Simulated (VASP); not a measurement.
The system is TaS2.

```
Ta S
1.0
     3.35000    0.00000    0.00000
    -1.67500    2.90119    0.00000
     0.00000    0.00000    5.86000
Ta S
1 2
Direct
  0.00000 0.00000 0.00000
  0.66667 0.33333 0.75000
  0.33333 0.66667 0.25000
```

| Item | Value |
| --- | --- |
| Program | VASP 6.6.1 |
| Task | relaxation of cell and atoms |
| Functional | revPBE |
| Dispersion | D3 |
| Potentials or basis | VASP PAW PBE potentials, release 64 (Ta_pv, S) |
| Cutoff | 600 eV |
| k mesh | 9 × 9 × 5 |
| Occupations | fermi-dirac, width 0.05 eV |
| Spin | no spin polarisation |

At the start: pressure 7.8 GPa; volume 18.98 Å³/atom.

**Question.** Where does the relaxation end?

**Answer.** Over 18 steps the energy falls by 34.4 meV/atom and the volume is 19.22 Å³/atom (+1.2 %); space group P-3m1 (No. 164, to 0.05 Å).

Step by step:
```tsv
step	energy change (eV)	largest force (eV/Å)	pressure (GPa)	volume (Å³)
1	0.0000	1.3724	7.78	56.95
2	0.2180	1.6901	-12.42	64.89
3	-0.0940	0.1233	-0.89	59.59
4	-0.0941	0.1661	-0.61	59.49
5	-0.0941	0.1876	-0.46	59.43
6	-0.0986	0.1177	-0.18	59.00
7	-0.0994	0.0707	0.00	58.72
8	-0.1003	0.0297	-0.23	58.66
9	-0.1012	0.0917	-0.91	58.48
10	-0.1014	0.0892	-0.88	58.43
11	-0.1019	0.0820	-0.78	58.30
12	-0.1026	0.0677	-0.59	58.03
13	-0.1028	0.0382	-0.18	57.49
14	-0.1029	0.0480	-0.32	57.68
15	-0.1030	0.0318	-0.21	57.67
16	-0.1031	0.0123	-0.08	57.66
17	-0.1031	0.0267	0.17	57.64
18	-0.1031	0.0011	0.00	57.65
```

Final structure:
```
Ta S
1.0
     3.36768    0.00000    0.00000
    -1.68384    2.91650    0.00000
     0.00000    0.00000    5.87004
Ta S
1 2
Cartesian
  0.0000 0.0000 0.0000
  1.6838 0.9722 4.3370
  0.0000 1.9443 1.5330
```

Caveat: the PAW data sets were made with another functional, which shifts forces and pressure a little.
